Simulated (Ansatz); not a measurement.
# BN (F-43m) in Ansatz: further runs

The runs below take BN through single point, relaxation of cell and atoms, with PBE, PBEsol+D3(BJ), BLYP+D3(BJ), PBE+D3(BJ).

Program: Ansatz 0.2.0. These are calculated values, not measurements. Logs are shortened: lines on timing, memory, paths and dates and some standing lists are left out, and cuts for length are marked.

**What was measured.**

A printed reference work, monograph reports, for a bulk crystal of BN at 300 K: band gap 6.4 eV (indirect).

How close the calculation comes is told below.

## (1) The structure

Symmetry: F-43m, No. 216, cubic system. The conventional cell has a = 3.626 Å, b = 3.626 Å, c = 3.626 Å, α = 90.00°, β = 90.00°, γ = 90.00°. Around N (site symmetry -43m) lie 4 B at 1.57 Å. B (site symmetry -43m) is surrounded by 4 N at 1.57 Å.

The cell is a database's computed one.

## (2) Single point, PBE

File input.yaml:

```yaml
crystal:
  lattice:
    - [0.0, 1.813001, 1.813001]
    - [1.813001, 0.0, 1.813001]
    - [1.813001, 1.813001, 0.0]
  atoms:
    - { symbol: "N", position: [0.25, 0.25, 0.25] }
    - { symbol: B, position: [0.0, 0.0, 0.0] }
kpoints:
  mp_grid: { grid: [13, 13, 13] }
scf:
  occupations: { method: gaussian, width: 0.03 }
hamiltonian:
  xc: pbe
  pseudopotentials: { kind: all_electron, lapw: { basis_error: 0.001 } }
output:
  forces: true
  stress: true
  eigenvalues: true
```

Potentials or basis: all-electron LAPW, scalar-relativistic.

Run with:

```console
$ ansatz run input.yaml --threads 1 --pin off --max-ram 3072MiB --backend cpu --events-out ev --progress --plain --runs-dir out
```

The program printed:

```text
Warning: RAYON_NUM_THREADS=1 ignored (pool sized by the plan → 1); use --threads N
LAPW: plane waves up to 10.817 Å⁻¹, error target 1.0e-3 eV per atom; small_component_spin mean_spin; B in spheres of 0.738 Å, 5 of its electrons in bands, Dirac shells []; N in spheres of 0.832 Å, 7 of its electrons in bands, Dirac shells [] (how accurate: hamiltonian.pseudopotentials.lapw.basis_error, Limitations)
Engine: ansatz 0.2.0, aarch64-unknown-linux-gnu
Pseudopotentials: kind: all_electron
Pseudopotential: N, LAPW, valence charge 7, lapw/all_electron/scalar/gaussian/N, Koelling and Harmon's equation, gaussian nucleus
Pseudopotential: B, LAPW, valence charge 5, lapw/all_electron/scalar/gaussian/B, Koelling and Harmon's equation, gaussian nucleus
Functional definition: PBE
  parameter kappa = 0.804
  parameter beta = 0.06672455060314922
  exchange = pbe_x(kappa = kappa, mu = beta*pi^2/3)
  correlation = pbe_c(beta = beta)
Crystal: 2 atoms, lattice volume = 11.919 Å³
Basis set: ecut = 445.82495110096903 eV, 259 PW (Γ), exchange–correlation at level 2
Bands: 10, of which v1, the nominal top of the filled ones, is band 6 counted from 1 (5 counted from 0)
Symmetry: 24 space group operations
Space group: F-43m (ITA 216), of the structure as read, at distance tolerance 2.3e-5 Å
k-points: 84 of 2197 (time reversal used)
Non-local potential: N, projectors of the file, none
Non-local potential: B, projectors of the file, none
Initial density: superposition of atomic densities (chi_scale 0.1, normalization cell, long waves kept (reshape's long-wave potential 0.00 eV rms))
Initial wavefunctions: plane waves of lowest kinetic energy (no species holds an atomic orbital)
Functional: x = pbe(κ = 0.804, μ = 0.2195149727645171), c = pbe(β = 0.06672455060314922)
iter 1 solved again at ethr=1.80e-2 eV; its pass at ethr=1.00e-1 eV (dr2=2.15e0 eV) is discarded
SCF iter   1: F=—  HF=-2169.610830 eV  |F-HF|=—  |Δ(HF+E_count)|=         —  Δρ=1.51e-1  dr2=2.15e0  ethr=1.80e-2  ⟨swp⟩=2.0  Hψ=6451  notcnv=0
preconditioner: auto → none  [insulator: Δε(μ)=6.082 eV  Ē_g=20.338 eV  σ=0.030 eV  W_gap=1.00  n_scr=0 (ndim 8)  ℏωp=30.4 eV  f_vac=0.000  D(μ)=0.00/eV (n_scr^D=0)  ε∞_Penn≈3.2]
iter 2 solved again at ethr=1.78e-3 eV; its pass at ethr=1.79e-2 eV (dr2=2.14e-1 eV) is discarded
SCF iter   2: F=—  HF=-2168.771945 eV  |F-HF|=—  |Δ(HF+E_count)|=   8.39e-1  Δρ=5.23e-2  dr2=2.15e-1  ethr=1.78e-3  ⟨swp⟩=2.0  Hψ=4467  notcnv=0
SCF iter   3: F=—  HF=-2168.695057 eV  |F-HF|=—  |Δ(HF+E_count)|=   7.69e-2  Δρ=2.40e-2  dr2=4.77e-2  ethr=1.78e-3  ⟨swp⟩=2.1  Hψ=2535  notcnv=0
SCF iter   4: F=—  HF=-2168.690283 eV  |F-HF|=—  |Δ(HF+E_count)|=         —  Δρ=8.27e-3  dr2=5.80e-3  ethr=3.98e-4  ⟨swp⟩=2.0  Hψ=2518  notcnv=0
the basis was enlarged: its passes take 45.4 KiB over the memory plan, 1 of 1 planned eigensolver slots
SCF iter   5: F=—  HF=-2168.689910 eV  |F-HF|=—  |Δ(HF+E_count)|=   3.73e-4  Δρ=1.35e-3  dr2=1.62e-4  ethr=4.83e-5  ⟨swp⟩=2.0  Hψ=2519  notcnv=0
SCF iter   6: F=—  HF=-2168.689915 eV  |F-HF|=—  |Δ(HF+E_count)|=   4.64e-6  Δρ=1.04e-4  dr2=1.04e-6  ethr=1.35e-6  ⟨swp⟩=2.0  Hψ=2184  notcnv=0
SCF iter   7: F=-2168.689915 eV  HF=-2168.689915 eV  |F-HF|=2.57e-10  |Δ(HF+E_count)|=   2.59e-7  Δρ=3.05e-6  dr2=8.40e-10  ethr=8.63e-9  ⟨swp⟩=2.6  Hψ=2251  notcnv=0
SCF 1 converged in 7 iterations: F = -2168.689915 eV  dr2 = 8.40e-10
SCF converged after 7 iterations
Free energy (F): -2168.689915 eV
Harris-Foulkes:  -2168.689915 eV  (|F-HF|=2.57e-10)
Internal energy: -2168.689915 eV  (E = F + TS)
E sigma→0 (E₀):  -2168.689915 eV
Fermi energy:    13.581305 eV
--- Per-component energies (eV) ---
  E_band       = -1022.477505
  E_kinetic    = 2161.346899
  E_xc         = -300.220882
  E_electrostatic = -4029.815932  (all electrons and nuclei)
  E_smearing   = -0.000000  (= −TS)
  E_closure    = 0.000000  (closes the sum)
  E_atoms      = -2151.229577  (free atoms, spherical and without spin; not in F)
  Σ components = -2168.689915   (vs F -2168.689915, Δ=0.00e0)
  Basis errors (estimates in eV, not in F): energy 5.4e-4 per atom: plane waves 5.2e-4 (3.2e-4 summed), levels above the bands 0.0e0, relativity 1.8e-8, radial functions 1.8e-5, core shells 0.0e0; eigenvalues (radial functions only) 5.6e-6; not estimated: angular momenta, meshes, grids; target (lapw.basis_error) 1.0e-3; muffin-tin radii B 0.738 Å, N 0.832 Å
--- Forces (eV/Å), atoms counted from 1 ---
  atom   1  N     -0.00000000     0.00000000    -0.00000000
  atom   2  B      0.00000000     0.00000000     0.00000000
  max |Σ_I F_I| component: 3.70e-17 eV/Å
--- Stress (GPa, compression-positive) ---
       -0.409291       0.000000       0.000000
        0.000000      -0.409291       0.000000
        0.000000       0.000000      -0.409291
  P = ⅓ Tr σ = -0.4093 GPa (-4.093 kbar)
--- Band table (eV; the first three rows and the last of 84) ---
  k-point 0: bands = ["-363.8800", "-161.3075", "-8.8094", "11.3156", "11.3156", "11.3156", "20.0995", "20.0995", "20.0995", "21.5212"]
  k-point 1: bands = ["-363.8800", "-161.3075", "-8.6665", "10.5338", "11.1619", "11.1619", "20.2722", "20.3329", "20.3329", "22.0113"]
  k-point 2: bands = ["-363.8800", "-161.3075", "-8.2424", "8.6831", "10.7772", "10.7772", "20.5422", "20.8967", "20.8967", "23.2085"]
  k-point 83: bands = ["-363.8800", "-161.3074", "-3.0683", "3.5393", "4.4301", "5.3264", "20.7501", "24.2483", "25.3416", "26.7517"]
```

Run time: 8.4 s. Hardware: 1 thread of Arm Neoverse V1, shared host; peak memory 0.25 GiB.

What came out:

```yaml
Free_energy: -2168.6899 eV
Pressure: -0.4 GPa
Band_gap_on_the_k_mesh: 4.53 eV, indirect (least direct gap 8.78 eV)
```

Levels at points of the mesh, in eV from the valence-band top:
```
           k point  band 4  band 5  band 6  band 7  band 8  band 9
(0.00, 0.00, 0.00)    0.00    0.00    0.00    8.78    8.78    8.78
```

Caveat: an odd mesh through Γ misses points on the zone boundary, where band edges often lie.

## (3) Relaxation of cell and atoms, PBEsol+D3(BJ)

Changes to input.yaml since step 2:

```diff
@@ -11,5 +11,6 @@
 scf:
-  occupations: { method: gaussian, width: 0.03 }
+  occupations: { method: fermi_dirac, width: 0.05 }
 hamiltonian:
-  xc: pbe
+  xc: pbesol
+  dispersion: d3bj
   pseudopotentials: { kind: all_electron, lapw: { basis_error: 0.001 } }
@@ -18,2 +19,5 @@
   stress: true
-  eigenvalues: true
+relax:
+  f_tol: 0.02
+  max_steps: 60
+  cell: {}
```

Potentials or basis: all-electron LAPW, scalar-relativistic.

Run with:

```console
$ ansatz run input.yaml --threads 1 --pin off --max-ram 3072MiB --backend cpu --events-out ev --progress --plain --runs-dir out
```

It took 21 s on 1 thread of Arm Neoverse V1, shared host; peak memory 0.27 GiB.

The run converged. Its results:

* Free energy: -2160.5517 eV
* Relaxed volume: 5.80 Å³/atom
* Relaxed cell: a = 2.541 Å, b = 2.541 Å, c = 2.541 Å, α = 60.00°, β = 60.00°, γ = 60.00°
* Space group after relaxing (to 0.05 Å): F-43m (No. 216)
* Energy gained by relaxing: 5.2 meV/atom
* Ionic steps: 5
* Pressure after relaxing: 0.0 GPa
* Band gap on the k mesh: 4.38 eV

Step by step:
| step | energy change (eV) | largest force (eV/Å) | volume (Å³) |
| --- | --- | --- | --- |
| 1 | 0.0000 | 0.0000 | 11.92 |
| 2 | -0.0085 | 0.0000 | 11.73 |
| 3 | -0.0104 | 0.0000 | 11.59 |
| 4 | -0.0104 | 0.0000 | 11.60 |
| 5 | -0.0104 | 0.0000 | 11.60 |

Final structure:
```
N B
1.0
     0.00000    1.79660    1.79660
     1.79660    0.00000    1.79660
     1.79660    1.79660    0.00000
N B
1 1
Direct
  0.25000 0.25000 0.25000
  0.00000 0.00000 0.00000
```

Caveat: an odd mesh through Γ misses points on the zone boundary, where band edges often lie.

## (4) Relaxation of cell and atoms, BLYP+D3(BJ)

Changes to input.yaml since step 3:

```diff
@@ -13,3 +13,3 @@
 hamiltonian:
-  xc: pbesol
+  xc: blyp
   dispersion: d3bj
@@ -20,3 +20,3 @@
 relax:
-  f_tol: 0.02
+  f_tol: 0.005
   max_steps: 60
```

Run with:

```console
$ ansatz run input.yaml --threads 1 --pin off --max-ram 3072MiB --backend cpu --events-out ev --progress --plain --runs-dir out
```

Run time: 19 s. Hardware: 1 thread of Arm Neoverse V1, shared host; peak memory 0.27 GiB.

The run converged. Its results:

```yaml
Free_energy: -2171.2213 eV
Relaxed_volume: 5.89 Å³/atom
Relaxed_cell: a = 2.554 Å, b = 2.554 Å, c = 2.554 Å, α = 60.00°, β = 60.00°, γ = 60.00°
Space_group_after_relaxing_to_0.05_Å: F-43m (No. 216)
Energy_gained_by_relaxing: 0.9 meV/atom
Ionic_steps: 4
Pressure_after_relaxing: 0.0 GPa
Band_gap_on_the_k_mesh: 4.94 eV
```

The path:
```csv
step,energy change (eV),largest force (eV/Å),volume (Å³)
1,0.0000,0.0000,11.92
2,-0.0014,0.0000,11.84
3,-0.0017,0.0000,11.78
4,-0.0017,0.0000,11.78
```

Final structure:
```
N B
1.0
     0.00000    1.80614    1.80614
     1.80614    0.00000    1.80614
     1.80614    1.80614    0.00000
N B
1 1
Direct
  0.25000 0.25000 0.25000
  0.00000 0.00000 0.00000
```

Caveat: an odd mesh through Γ misses points on the zone boundary, where band edges often lie.

## (5) Relaxation of cell and atoms, PBE+D3(BJ)

Changes to input.yaml since step 4:

```diff
@@ -13,3 +13,3 @@
 hamiltonian:
-  xc: blyp
+  xc: pbe
   dispersion: d3bj
```

Run with:

```console
$ ansatz run input.yaml --threads 1 --pin off --max-ram 3072MiB --backend cpu --events-out ev --progress --plain --runs-dir out
```

Wall time 22 s (1 thread of Arm Neoverse V1, shared host); peak memory 0.27 GiB.

The run converged. Its results:

```
Free energy                            : -2169.1081 eV
Relaxed volume                         : 5.86 Å³/atom
Relaxed cell                           : a = 2.550 Å, b = 2.550 Å, c = 2.550 Å, α = 60.00°, β = 60.00°, γ = 60.00°
Space group after relaxing (to 0.05 Å) : F-43m (No. 216)
Energy gained by relaxing              : 1.8 meV/atom
Ionic steps                            : 5
Pressure after relaxing                : 0.0 GPa
Band gap on the k mesh                 : 4.55 eV
```

The path:
| step | energy change (eV) | largest force (eV/Å) | volume (Å³) |
| --- | --- | --- | --- |
| 1 | 0.0000 | 0.0000 | 11.92 |
| 2 | -0.0029 | 0.0000 | 11.81 |
| 3 | -0.0036 | 0.0000 | 11.73 |
| 4 | -0.0036 | 0.0000 | 11.73 |
| 5 | -0.0036 | 0.0000 | 11.73 |

Final structure:
```
N B
1.0
     0.00000    1.80326    1.80326
     1.80326    0.00000    1.80326
     1.80326    1.80326    0.00000
N B
1 1
Direct
  0.25000 0.25000 0.25000
  0.00000 0.00000 0.00000
```

Caveat: an odd mesh through Γ misses points on the zone boundary, where band edges often lie.

## (6) Single point, PBE

File input.yaml:

```yaml
crystal:
  lattice:
    - [0.0, 1.813001, 1.813001]
    - [1.813001, 0.0, 1.813001]
    - [1.813001, 1.813001, 0.0]
  atoms:
    - { symbol: "N", position: [0.25, 0.25, 0.25] }
    - { symbol: B, position: [0.0, 0.0, 0.0] }
kpoints:
  mp_grid: { grid: [8, 8, 8] }
scf:
  occupations: { method: fermi_dirac, width: 0.04 }
hamiltonian:
  xc: pbe
  pseudopotentials: { kind: all_electron, lapw: { basis_error: 0.004 } }
output:
  forces: true
  stress: true
  eigenvalues: true
```

Potentials or basis: all-electron LAPW, scalar-relativistic.

Run with:

```console
$ ansatz run input.yaml --threads 1 --pin off --max-ram 3072MiB --backend cpu --events-out ev --progress --plain --runs-dir out
```

Run time: 2.8 s. Hardware: 1 thread of Arm Neoverse V2, shared host; peak memory 0.2 GiB.

Results (log left out):

```
Free energy            : -2168.6869 eV
Pressure               : -0.4 GPa
Band gap on the k mesh : 4.46 eV, indirect (least direct gap 8.78 eV)
```

Levels at points of the mesh, in eV from the valence-band top:
```
             k point  band 4  band 5  band 6  band 7  band 8  band 9
  (0.00, 0.00, 0.00)    0.00    0.00    0.00    8.78    8.78    8.78
 (0.00, 0.00, -0.50)  -10.61   -1.92   -1.92   10.03   10.66   10.66
(0.00, -0.50, -0.50)   -8.86   -4.86   -4.86    4.46    9.18   17.79
```

## (7) Overview

```tsv
task	level	cell	k mesh	cutoff (eV)	smearing	basis error allowed	gap on the mesh (eV)	pressure (GPa)	relaxed volume (Å³/atom)
single point	PBE	as given	13 × 13 × 13	446	gaussian 0.03 eV	0.001 eV/atom	4.53	-0.4	-
relaxation of cell and atoms	PBEsol+D3(BJ)	relaxed	13 × 13 × 13	-	fermi-dirac 0.05 eV	0.001 eV/atom	4.38	0.0	5.80
relaxation of cell and atoms	BLYP+D3(BJ)	relaxed	13 × 13 × 13	-	fermi-dirac 0.05 eV	0.001 eV/atom	4.94	0.0	5.89
relaxation of cell and atoms	PBE+D3(BJ)	relaxed	13 × 13 × 13	-	fermi-dirac 0.05 eV	0.001 eV/atom	4.55	0.0	5.86
single point	PBE	as given	8 × 8 × 8	370	fermi-dirac 0.04 eV	0.004 eV/atom	4.46	-0.4	-
```

Alike in all rows: potentials or basis all-electron LAPW, scalar-relativistic; no spin polarisation.

Caveats: an odd mesh through Γ misses points on the zone boundary, where band edges often lie (some runs).

Compare energies only between runs with the same functional and basis.

## (8) Comparison with measurements

Step 2. The gap isn't set beside the measured one, since this odd mesh misses points on the zone boundary.

Step 6. Against the measured gap of BN, 6.4 eV (indirect; 300 K; a printed reference work, monograph), the calculated 4.46 eV is off by -1.94 eV. The value is that of PBE on a finite k mesh, which can miss the band edges, without temperature or zero-point motion. Semilocal functionals fall short of measured gaps as a rule. The cell is a database's relaxed one, not the measured one, which moves gaps too.
